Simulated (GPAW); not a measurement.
Set up this calculation in GPAW 26.7.0, as an ASE script.

```
Task                : band structure
Functional          : vdW-DF2
Potentials or basis : GPAW PAW data sets (gpaw-data 1.2.1)
Cutoff              : 800 eV
Basis               : pw
k mesh              : 10 × 10 × 10
Occupations         : fermi-dirac, width 0.05 eV
Spin                : no spin polarisation
Maxiter             : 150
Band path           : GXWKGLUWLK,UX
Band points         : 60
```

Crystal: C.

```xyz
2
Lattice="0.0000 1.7834 1.7834 1.7834 0.0000 1.7834 1.7834 1.7834 0.0000" Properties=species:S:1:pos:R:3 pbc="T T T"
C     2.6751    2.6751    2.6751
C     1.7834    1.7834    1.7834
```

This isn't the form of C at room conditions, which is graphite.

These files were run (other wordings do the same):

run.py

```python
from ase import Atoms
from ase.dft.bandgap import bandgap
from ase.io import write
from gpaw import GPAW, PW

atoms = Atoms(['C', 'C'],
              cell=[[0.0, 1.78337, 1.78337],
                    [1.78337, 0.0, 1.78337],
                    [1.78337, 1.78337, 0.0]],
              scaled_positions=[[0.75, 0.75, 0.75],
                                [0.5, 0.5, 0.5]],
              pbc=True)

calc = GPAW(mode=PW(800),
            xc={'name': 'vdW-DF2', 'backend': 'libvdwxc'},
            kpts={'size': (10, 10, 10), 'gamma': True},
            occupations={'name': 'fermi-dirac', 'width': 0.05},
            nbands=11,
            convergence={'density': 1e-05, 'energy': 1e-05},
            maxiter=150,
            txt='gpaw.txt')
atoms.calc = calc
energy = atoms.get_potential_energy()
forces = atoms.get_forces()
calc.write('gs.gpw')
write('result.traj', atoms)
print(f'Energy: {energy:.6f} eV')
print('Forces (eV/A):')
print(forces.round(4))
print('Fermi level:', round(calc.get_fermi_level(), 4), 'eV')
print(f'Gap: {bandgap(calc)[0]:.4f} eV, direct: {bandgap(calc, direct=True)[0]:.4f} eV')

path = atoms.cell.bandpath('GXWKGLUWLK,UX', npoints=60, eps=1e-4)
bs_calc = calc.fixed_density(kpts=path, symmetry='off', nbands=18,
                             convergence={'bands': 'CBM+6.0', 'eigenstates': 1e-6}, txt='bands.txt')
bs = bs_calc.band_structure()
bs.write('bs.json')
print(f'Gap on the path: {bandgap(bs_calc)[0]:.4f} eV')
```

Potentials or basis: GPAW PAW data sets (gpaw-data 1.2.1), pw.

Command:

```console
$ OMP_NUM_THREADS=1 python run.py
```

It gave:

```yaml
Band_gap_on_the_k_mesh: 4.71 eV, indirect (least direct gap 5.82 eV)
Band_gap_along_the_path: 4.67 eV, indirect (least direct gap 5.82 eV)
```

Caveat: the PAW data sets were made with another functional, which shifts forces and pressure a little.

Run time: 13 s on 1 thread of Arm Neoverse V2, on a shared host, peak memory 0.17 GiB.
